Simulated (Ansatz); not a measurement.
# Stack of 1T-ZrSSe under 1T-PtSe2, shifted by a third of the diagonal in a perpendicular field, part 2 of 2

Aim: how the stack of 1T-ZrSSe under 1T-PtSe2, shifted by a third of the diagonal screens a field along its normal, and what the field does to its bands. A positive field points along +c.

Ansatz 0.2.0; plane-wave DFT, PBE-D3(BJ), Ansatz PAW.

So far. Step 2 (Relaxation): The lattice constant a goes from 3.745 to 3.705 Å.

## 3. Single point, field 0, start network

A sawtooth potential applies the field, turning back in the middle of the vacuum. With the dipole correction the typed value is the field outside the slab. The induced dipole is small, so the SCF threshold is tight.

The cell differs from the one that the last finished run ended in (c 48.220 → 26.590 Å).

Contents of input.yaml:

```yaml
crystal:
  lattice:
    - [3.7047216672, 0.0, 0.0]
    - [-1.8523608336, 3.2083830778, 0.0]
    - [0.0, 0.0, 26.5903638092]
  atoms:
    - { symbol: Se, position: [0.6666666667, 0.3333333333, 0.3384684792] }
    - { symbol: Zr, position: [0.0, 0.0, 0.4003656337] }
    - { symbol: S, position: [0.3333333333, 0.6666666667, 0.4528057922] }
    - { symbol: Se, position: [0.0, 0.0, 0.5620672597] }
    - { symbol: Pt, position: [0.3333333333, 0.6666666667, 0.6116688218] }
    - { symbol: Se, position: [0.6666666667, 0.3333333333, 0.6615315208] }
kpoints:
  mp_grid: { grid: [12, 12, 1] }
  band_path:
    path: [[0, 0, 0], [0.5, 0, 0], [0.33333333, 0.33333333, 0], [0, 0, 0]]
    npoints: 16
hamiltonian:
  xc: pbe
  dispersion: d3bj
scf:
  occupations: { method: fermi_dirac, width: 0.02585 }
  convergence: { dr2_threshold: 1.0e-10 }
efield:
  axis: 3
  dipole_correction: true
  ramp_position: 0.97
  ramp_width: 0.06
  amplitude: 0
output:
  dos: { projected: true, e_range: [-6, 5] }
  write_potential: true
  write_density: true
  volumetric_format: npy
  elf: true
```

On the command line:

```console
$ ansatz run input.yaml --threads 2 --pin off --max-ram 3072MiB --backend cpu --events-out ev --progress --plain --runs-dir out
```

Numbers of over 12 decimals in the logs are rounded to 6 here.

What it wrote:

```text
[...]
Crystal: 6 atoms, lattice volume = 316.057 Å³
Basis set: ecut = 420 eV, 6197 PW (Γ)
Bands: 51, of which v1, the nominal top of the filled ones, is band 42 counted from 1 (41 counted from 0)
Symmetry: 6 space group operations
[...]
k-points: 19 of 144 (time reversal used)
[...]
SCF iter   1: F=—  HF=-34023.684590 eV  |F-HF|=—  |Δ(HF+E_count)|=         —  Δρ=1.69e-3  dr2=4.88e-2  ethr=1.77e-3  p=0.030 e·Å  D=1.72e-2 V/Å  ΔV_dip=-0.46 eV  dr2_dipole=5.42e-3  V_vac-E_F(+/−)=4.99/5.45 eV  ⟨swp⟩=7.8  Hψ=3764  notcnv=0  defer=1
efield: sawtooth ramp at fractional position 0.9700 (set: `efield.ramp_position`, or a place that a band, a saddle search or an elastic batch's reference lends), width 0.0600; the density the first Hamiltonian is built on has a dipole p = 0.030 e·Å; the dipole correction subtracts the counter field D = 1.72e-2 V/Å, which shifts the + side's vacuum level by -0.46 eV against the − side's; the planar-averaged density in the ramp window peaks in size at 9.3e-6 e/Å³
[...]
SCF iter   2: F=—  HF=-34023.681027 eV  |F-HF|=—  |Δ(HF+E_count)|=   3.56e-3  Δρ=1.69e-3  dr2=5.24e-2  ethr=5.81e-5  p=0.009 e·Å  D=5.10e-3 V/Å  ΔV_dip=-0.14 eV  dr2_dipole=4.39e-3  V_vac-E_F(+/−)=5.34/5.47 eV  ⟨swp⟩=2.9  Hψ=1573  notcnv=0  defer=68
[...]
SCF iter  14: F=-34023.676662 eV  HF=-34023.676662 eV  |F-HF|=2.91e-11  |Δ(HF+E_count)|=  6.55e-11  Δρ=4.05e-8  dr2=1.12e-11  ethr=1.00e-12  p=0.012 e·Å  D=6.59e-3 V/Å  ΔV_dip=-0.18 eV  dr2_dipole=3.72e-12  V_vac-E_F(+/−)=5.27/5.45 eV  ⟨swp⟩=12.2  Hψ=2917  notcnv=0
SCF 1 converged in 14 iterations: F = -34023.676662 eV  dr2 = 1.12e-11
[...]
NSCF: frozen V_eff on 49 k-points
efield: sawtooth ramp at fractional position 0.9700 (kept from the solve that this one continues, or follows in the run), width 0.0600; the density the first Hamiltonian is built on has a dipole p = 0.012 e·Å; the dipole correction subtracts the counter field D = 6.59e-3 V/Å, which shifts the + side's vacuum level by -0.18 eV against the − side's; the planar-averaged density in the ramp window peaks in size at 8.5e-6 e/Å³
[...]
SCF converged after 14 iterations
Free energy (F): -34023.676662 eV
[...]
Internal energy: -34023.676661 eV  (E = F + TS)
E sigma→0 (E₀):  -34023.676662 eV
Entropy (-TS):   -0.000001 eV (-0.000 meV/atom)
Fermi energy:    1.261984 eV
Dipole field:    D = 0.006584 V/Å  (p = 0.011499 e·Å, saw-weighted, corrected)
Work function:   Φ+ = 5.2743 eV   Φ− = 5.4494 eV
Levels:          The Fermi level and band energies are counted from a zero that moves with the ramp; work functions are not
[...]
--- Band table (eV; the first three rows and the last of 19) ---
  k-point 0: bands = [... 38 lower, 0.8143, 0.8143, 0.9162, 0.9162, 2.1244, 2.1244, 2.9210, 3.8401, ... 5 higher]
  k-point 1: bands = [... 38 lower, 0.6209, 0.6385, 0.8777, 0.9491, 2.1987, 2.3987, 3.0505, 3.3749, ... 5 higher]
  k-point 2: bands = [... 38 lower, 0.2420, 0.6254, 0.8027, 0.9285, 2.0911, 2.5538, 2.8762, 3.3821, ... 5 higher]
  k-point 18: bands = [... 38 lower, -1.1244, -1.0562, -0.1103, -0.0570, 2.5783, 2.6049, 2.9840, 3.3838, ... 5 higher]
```

Run time: 71 s. Hardware: 2 threads of Arm Neoverse N1, shared host; peak memory 0.86 GiB; 2.3 min of CPU time.

In the SCF lines HF is the Harris–Foulkes energy and dr2 the Hartree energy of the density residual, in eV; the loop may stop once dr2 is under the threshold and the program's other checks hold. Hψ counts applications of the Hamiltonian.

Numbers from this step:

- dipole along the normal: 0.01150 e·Å
- gap along the path: 0.5550 eV
- smallest direct gap along the path: 1.166 eV
- step between the vacuum levels: -0.1751 eV
- ionisation energy, upper face: 5.563 eV
- electron affinity, upper face: 5.008 eV
- ionisation energy, lower face: 5.738 eV
- gap, the smaller of path and mesh: 0.5550 eV

Running mean over a fixed 2.5 Å (it still follows the layers) of the planar mean; the ramp of the sawtooth is left out. The electron's electrostatic potential energy less the Fermi level by z:

z (Å), electron's electrostatic potential energy less the Fermi level (eV) and a bar from the least value:
```
      3.5       5.45 ##############################
      4.0       5.45 ##############################
      4.5       5.45 ##############################
      5.0       5.45 ##############################
      5.5       5.44 ##############################
      6.0       5.42 ##############################
      6.5       5.32 ##############################
      7.0       4.82 #############################
      7.5       3.52 ##########################
      8.0       1.88 ######################
      8.5      -0.01 ##################
      9.0      -2.38 #############
      9.5      -5.52 #######
     10.0      -7.52 ###
     10.5      -8.39 #
     11.0      -8.71 
     11.5      -7.76 ##
     12.0      -4.63 #########
     12.5      -1.57 ###############
     13.0       0.28 ###################
     13.5       1.04 #####################
     14.0       0.76 ####################
     14.5      -1.23 ################
     15.0      -4.39 #########
     15.5      -7.17 ###
     16.0      -8.21 #
     16.5      -8.22 #
     17.0      -7.25 ###
     17.5      -4.55 #########
     18.0      -1.30 ################
     18.5       1.15 #####################
     19.0       2.93 #########################
     19.5       4.39 ############################
     20.0       5.07 #############################
     20.5       5.22 ##############################
     21.0       5.26 ##############################
     21.5       5.27 ##############################
     22.0       5.27 ##############################
     22.5       5.27 ##############################
     23.0       5.27 ##############################
```

The density of states has structure finer than the step of the table below, so its rows give means over 0.25 eV, whole bins alone (the curve runs from -6 to 2.24 eV). Peaks (eV: height): -5.280: 13.4, -4.180: 12.1, -3.630: 15.2, -3.190: 14.5, -2.610: 21.6, -2.390: 13.3, 1.250: 13.6.

The density of states by energy, zero at the Fermi level of the run, which the smearing sets inside the gap; means over each step:

| energy (eV) | density of states (states/eV a cell) |
| --- | --- |
| -5.75 | 1.67 |
| -5.50 | 4.16 |
| -5.25 | 7.59 |
| -5.00 | 4.42 |
| -4.75 | 3.13 |
| -4.50 | 5.24 |
| -4.25 | 6.43 |
| -4.00 | 5.65 |
| -3.75 | 8.00 |
| -3.50 | 5.30 |
| -3.25 | 7.42 |
| -3.00 | 6.82 |
| -2.75 | 6.24 |
| -2.50 | 7.00 |
| -2.25 | 4.06 |
| -2.00 | 4.51 |
| -1.75 | 5.85 |
| -1.50 | 7.15 |
| -1.25 | 5.09 |
| -1.00 | 3.73 |
| -0.75 | 3.64 |
| -0.50 | 3.23 |
| -0.25 | 1.05 |
| 0.00 | 0 |
| 0.25 | 0.264 |
| 0.50 | 1.43 |
| 0.75 | 1.86 |
| 1.00 | 3.93 |
| 1.25 | 4.88 |
| 1.50 | 3.56 |
| 1.75 | 5.15 |
| 2.00 | 6.72 |

Projected DOS per atom over height of the atomic layer and energy from the Fermi level. Layers: Se Zr S Se Pt Se from below.

Ten even steps from '_' (0.0 states/eV) to '@' (3.1 states/eV), each cell a mean:
```
..**__--::--
__--__------
__--__::::::
__**________
__--________
____________
____________
______--..==
..____::::--
++__::::::::
**..--::----
==..::..::..
--......##..
--::==..@@..
--++%%__::__
--::--..##..
::::--..++::
..::==::++::
__..::::--..
______--%%--
______--%%--
______..::..
```
Columns: height of the atomic layer (Å) from 9 to 17.6 (not evenly spaced); rows upwards: energy from the Fermi level (eV) from -5.96 to 2.23.

The electronic bands at the labelled points (eV, zero at the Fermi level of the run, which the smearing sets inside the gap):

| point | band 39 | band 40 | band 41 | band 42 | band 43 | band 44 | band 45 | band 46 |
| --- | --- | --- | --- | --- | --- | --- | --- | --- |
| Γ | -0.45 | -0.45 | -0.35 | -0.35 | 0.86 | 0.86 | 1.66 | 2.58 |
| halfway | -1.30 | -0.95 | -0.74 | -0.63 | 0.61 | 1.12 | 1.99 | 2.19 |
| M | -2.20 | -2.04 | -1.72 | -1.40 | 0.27 | 2.05 | 2.30 | 2.52 |
| halfway | -2.33 | -2.00 | -1.56 | -1.35 | 0.99 | 1.53 | 1.84 | 2.41 |
| K | -2.39 | -2.32 | -1.37 | -1.32 | 1.32 | 1.34 | 1.72 | 2.12 |
| halfway | -1.39 | -1.20 | -1.01 | -0.46 | 1.16 | 1.28 | 1.46 | 1.76 |
| Γ | -0.45 | -0.45 | -0.35 | -0.35 | 0.86 | 0.86 | 1.66 | 2.58 |

ELF in the ca plane at fractional y = 0.000, with atoms of Zr and Se within 0.2 Å of it. It is the smooth field of the valence electrons, not physical close to the nuclei.

Ten even steps from '0' (0.00) to '9' (0.86), each cell a mean:
```
00000000000000011168578300005997357620000000
00000000000001233237885122102899887521111100
00000000000023567522332466310478876322344432
00000000000246788752124788620123443333677764
00000000001357888874237899740001123334788875
00000000001257888863126898730012233334677765
00000000000135678742113677510256664323466543
00000000000012355324663234201689887422222211
00000000000000121158887211004998677521000000
00000000000000000167249300006996237620000000
```
Columns run along c (16.0 Å, from fractional 0.13 to 0.73 of the cell), rows up along a (3.7 Å). Atoms in or near the plane, at fractional coordinates: Zr at (0.40, 0.00), Se at (0.56, 0.00).

Valence density in the ca plane at fractional y = 0.000, with atoms of Zr and Se within 0.2 Å of it. It is the smooth field of the valence electrons, not physical close to the nuclei.

Ten steps, logarithmic in the rise over the least value, from '0' (0 e/Å³) to '9' (34 e/Å³), each cell a mean:
```
00000000000000000000013555410000013786310000
00000000000000000000012344210000012343210000
00000000000000000000111121111000001121111111
00000000000000000001111000111100000011111111
00000000000000000011111000111100000001122221
00000000000000000011111000111100000001112111
00000000000000000001111111111000000111111111
00000000000000000000011233110000001232111000
00000000000000000000013455310000013575210000
00000000000000000000013555410000014897310000
```
Columns run along c (16.0 Å, from fractional 0.07 to 0.67 of the cell), rows up along a (3.7 Å). Atoms in or near the plane, at fractional coordinates: Zr at (0.40, 0.00), Se at (0.56, 0.00).

Electrostatic potential energy in the ca plane at fractional y = 0.000, with atoms of Zr and Se within 0.2 Å of it. With pseudopotentials it is smooth inside the atoms' cores, unlike the true potential.

Values in eV, 6 rows by 16 columns, each cell a mean:
```
  7   7   7   7   7   7   6   0 -30 -28   1   5 -10 -14  -1   5
  7   7   7   7   7   6   5   1  -9  -8   3   5   0  -6   1   2
  7   7   7   7   7   6   3  -1   2   1   1   5   5   3  -3  -2
  7   7   7   7   7   6   4   0   0   0   2   5   5   2  -2  -1
  7   7   7   7   7   7   5   1 -17 -15   2   5  -4 -12   1   3
  7   7   7   7   7   7   6  -1 -32 -30   0   5 -10 -11  -2   5
```
Columns run along c (16.0 Å, from fractional 0.07 to 0.67 of the cell; values clipped at the 3rd and 97th percentile), rows up along a (3.7 Å). Atoms in or near the plane, at fractional coordinates: Zr at (0.40, 0.00), Se at (0.56, 0.00).

The gap is 0.56 eV, with the valence edge 5.56 eV and the conduction edge 5.01 eV under the upper vacuum level. Spin-orbit coupling, left out in this run, matters for the bands of elements this heavy.

## 4. Single point, field 0.1 V/Å

input.yaml: that of step 3 with these lines changed.

```diff
@@ -26,7 +26,6 @@
   dipole_correction: true
-  ramp_position: 0.97
-  ramp_width: 0.06
-  amplitude: 0
+  ramp_position: 0.9586
+  ramp_width: 0.0827
+  amplitude: 0.1
 output:
-  dos: { projected: true, e_range: [-6, 5] }
   write_potential: true
@@ -34,2 +33 @@
   volumetric_format: npy
-  elf: true
```

What it wrote:

```text
[...]
Crystal: 6 atoms, lattice volume = 316.057 Å³
Basis set: ecut = 420 eV, 6197 PW (Γ)
Bands: 51, of which v1, the nominal top of the filled ones, is band 42 counted from 1 (41 counted from 0)
Symmetry: 6 space group operations
[...]
k-points: 19 of 144 (time reversal used)
[...]
k-point 0: bands = [... 38 lower, 0.8075, 0.8075, 0.9265, 0.9265, 2.0947, 2.0947, 2.8912, 3.8771, ... 5 higher]
  k-point 1: bands = [... 38 lower, 0.5902, 0.6669, 0.9121, 0.9732, 2.1688, 2.3687, 3.0249, 3.4075, ... 5 higher]
  k-point 2: bands = [... 38 lower, 0.2092, 0.6705, 0.8390, 0.9491, 2.0640, 2.5854, 2.8462, 3.3524, ... 5 higher]
  k-point 18: bands = [... 38 lower, -1.1538, -1.0475, -0.0704, -0.0255, 2.6024, 2.6388, 2.9704, 3.3529, ... 5 higher]
[key lines of the parts left out:]
SCF converged after 15 iterations
Free energy (F): -34023.681134 eV
Fermi energy:    1.258313 eV
Dipole field:    D = 0.044628 V/Å  (p = 0.077949 e·Å, saw-weighted, corrected)
```

Elapsed: 74 s, on 2 threads; peak memory 0.76 GiB.

The dipole is 0.0779 e·Å, 0.0664 e·Å from its value without field, and the gap 0.507 eV.

## 5. Atoms held, field -0.1 V/Å

input.yaml: that of step 4 with these lines changed.

```diff
@@ -28,3 +28,3 @@
   ramp_width: 0.0827
-  amplitude: 0.1
+  amplitude: -0.1
 output:
```

What it wrote:

```text
[...]
Crystal: 6 atoms, lattice volume = 316.057 Å³
Basis set: ecut = 420 eV, 6197 PW (Γ)
Bands: 51, of which v1, the nominal top of the filled ones, is band 42 counted from 1 (41 counted from 0)
Symmetry: 6 space group operations
[...]
k-points: 19 of 144 (time reversal used)
[...]
k-point 0: bands = [... 38 lower, 0.7981, 0.7981, 0.9272, 0.9272, 2.1541, 2.1541, 2.9507, 3.8014, ... 5 higher]
  k-point 1: bands = [... 38 lower, 0.6114, 0.6497, 0.8434, 0.9253, 2.2287, 2.4288, 3.0736, 3.3430, ... 5 higher]
  k-point 2: bands = [... 38 lower, 0.2747, 0.5787, 0.7650, 0.9079, 2.1174, 2.5211, 2.9061, 3.4119, ... 5 higher]
  k-point 18: bands = [... 38 lower, -1.0951, -1.0634, -0.1519, -0.0897, 2.5491, 2.5691, 3.0011, 3.4151, ... 5 higher]
[key lines of the parts left out:]
SCF converged after 15 iterations
Free energy (F): -34023.678831 eV
Fermi energy:    1.266474 eV
Dipole field:    D = -0.031410 V/Å  (p = -0.054862 e·Å, saw-weighted, corrected)
```

Elapsed: 74 s, on 2 threads; peak memory 0.76 GiB.

The dipole is -0.0549 e·Å, -0.0664 e·Å from its value without field, and the gap 0.603 eV.

## 6. Response, atoms held

This step: plane-wave DFT, PBE-D3(BJ), Ansatz PAW; response to a field along the normal, atoms held (Ansatz 0.2.0).

The dipoles give the slope, and the difference of two potentials shows where the field is screened.

This step gave:

```
equivalent conductor thickness p/(ε₀AE) : 10.11 Å
distance between the outer atoms        : 8.590 Å
```

The dipole of the cell by applied field:

| applied field (V/Å) | dipole of the cell (e·Å) |
| --- | --- |
| -0.1000 | -0.0549 |
| 0.0000 | 0.0115 |
| 0.1000 | 0.0779 |

Local field over the applied field, running mean. From the potentials at -0.1 and 0.1 V/Å; running mean over 2.8 Å. Local field over applied field against z:

| z (Å) | local field over applied field |
| --- | --- |
| 4.5 | 0.999 |
| 5.0 | 0.995 |
| 5.5 | 0.986 |
| 6.0 | 0.962 |
| 6.5 | 0.903 |
| 7.0 | 0.790 |
| 7.5 | 0.639 |
| 8.0 | 0.475 |
| 8.5 | 0.312 |
| 9.0 | 0.176 |
| 9.5 | 0.0905 |
| 10.0 | 0.0530 |
| 10.5 | 0.0420 |
| 11.0 | 0.0490 |
| 11.5 | 0.0793 |
| 12.0 | 0.125 |
| 12.5 | 0.171 |
| 13.0 | 0.202 |
| 13.5 | 0.211 |
| 14.0 | 0.196 |
| 14.5 | 0.154 |
| 15.0 | 0.0950 |
| 15.5 | 0.0437 |
| 16.0 | 0.0170 |
| 16.5 | 0.0206 |
| 17.0 | 0.0573 |
| 17.5 | 0.140 |
| 18.0 | 0.268 |
| 18.5 | 0.426 |
| 19.0 | 0.591 |
| 19.5 | 0.744 |
| 20.0 | 0.867 |
| 20.5 | 0.941 |
| 21.0 | 0.977 |
| 21.5 | 0.991 |
| 22.0 | 0.997 |

The induced electron density oscillates, so the rows of the table below give means over windows of 2.95 Å about each position, cut where the curve ends. Its maxima inside the range that stand out by 2 % of the span (Å: e/Å³ per V/Å): 8.0: 0.00367, 11.1: 4.3e-4, 14.0: 0.00158, 16.7: 2.4e-4. Its minima: 10.2: -8.5e-4, 12.7: -0.00184, 15.8: -1.8e-4, 18.6: -0.00337.

Electrons, planar mean, per unit field. The induced electron density by z; means over each step:

z (Å), induced electron density (e/Å³ per V/Å) and a bar from the least value:
```
     5.61    0.00022 ###############
     8.56    0.00161 ##############################
    11.51   -0.00049 #######
    14.46    0.00052 ##################
    17.41   -0.00111 
    20.36   -0.00074 ####
```

The smaller of the gaps on the path and on the k-mesh, counted as 0 under 0.03 eV. The gap by applied field:

| applied field (V/Å) | gap (eV) |
| --- | --- |
| -0.1000 | 0.603 |
| 0.0000 | 0.555 |
| 0.1000 | 0.507 |

By hand: between -0.1 and 0.1 V/Å the dipole changes by 0.1328 e·Å, a slope of 0.6641 e·Å²/V. A perfect conductor of thickness t has p = ε₀AEt, so t = 180.95 × 0.6641 / 11.886 = 10.11 Å (e/ε₀ = 180.95 V·Å, A in Å²).

The induced dipole is that of a conductor 10.11 Å thick.

## 7. Outcome

| Item | Value |
| --- | --- |
| gap without field | 0.555 eV |
| ionisation energy, upper face | 5.56 eV |
| electron affinity, upper face | 5.01 eV |
| step between the vacuum levels | -0.175 eV |
| equivalent conductor thickness, atoms held | 10.1 Å |

**Reading.** The induced dipole equals that of a perfect conductor 10.11 Å thick, while the outer atoms lie 8.59 Å apart; an out-of-plane ε follows only once a thickness t is chosen, by 1 − 1/ε = 10.11 Å / t. The two faces differ: the vacuum level above lies 0.18 eV lower than the one below. The gap goes from 0.56 eV to 0.60 eV at -0.1 V/Å. Semilocal functionals give gaps that are too small, and excitons are not included. Spin-orbit coupling is left out, which matters for the bands of elements this heavy.

[Logs are printed without paths, hosts, clocks, repeated set-up lines and the standing remarks that a program may print on its own settings, such as how far it seeks lower states.]

[Hosts, paths, dates, database ids (printed as entryN), source tags and the programs' standing remarks are cut or masked in the printed files.]

[Maps of the electrostatic potential energy from Ansatz leave out the sawtooth potential of an applied field or a dipole correction, so their vacuum need not be flat; planar profiles and work functions include it.]

[The density of states shown here was stored with 400 of the rows of the run's finer table, so its peaks can read low, often by over a quarter, or be missed, and its means over a window can be off by a tenth or more.]
